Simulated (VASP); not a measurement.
Input of a VASP 6.6.1 run:

The input INCAR:

```
SYSTEM = ZnSe
ALGO = Normal ; EDIFF = 1E-6
EDIFFG = -0.01 ; ENCUT = 600
IBRION = 2 ; ISIF = 3
ISMEAR = 0 ; LASPH = .True.
LCHARG = .False. ; LREAL = .False.
LWAVE = .False. ; NELM = 80
NSW = 90 ; PREC = Accurate
SIGMA = 0.03
```

The input KPOINTS:

```
k-points
0
Gamma
  8 8 8
  0 0 0
```

The input POSCAR:

```
ZnSe
1.0
    0.0000000000      2.8338000000      2.8338000000
    2.8338000000      0.0000000000      2.8338000000
    2.8338000000      2.8338000000      0.0000000000
Zn Se
1 1
Direct
    0.0000000000      0.0000000000      0.0000000000
    0.2500000000      0.2500000000      0.2500000000
```

Potentials or basis: VASP PAW LDA potentials, release 64 (Zn, Se).

Command:

```console
$ cat potpaw_LDA.64/Zn/POTCAR potpaw_LDA.64/Se/POTCAR > POTCAR
$ mpirun -np 1 vasp_std > vasp.out
```

**Question.** Estimate the space group after relaxing (to 0.05 Å).

**Answer.** F-43m (No. 216).

**Question.** Predict the band gap on the k mesh.

**Answer.** 1.27 eV, direct.

**Question.** What does it give for the relaxed cell?

**Answer.** a = 3.943 Å, b = 3.943 Å, c = 3.943 Å, α = 60.00°, β = 60.00°, γ = 60.00°.

**Question.** Estimate the relaxed volume.

**Answer.** 21.68 Å³/atom.

Final structure:
```
CELL_PARAMETERS angstrom
0.00000 2.78827 2.78827
2.78827 0.00000 2.78827
2.78827 2.78827 0.00000
ATOMIC_POSITIONS crystal
Zn 0.00000 0.00000 0.00000
Se 0.25000 0.25000 0.25000
```

Expect the measured gap to be larger: semilocal functionals such as LDA lack the derivative discontinuity. LDA usually gives volumes a few per cent too small.
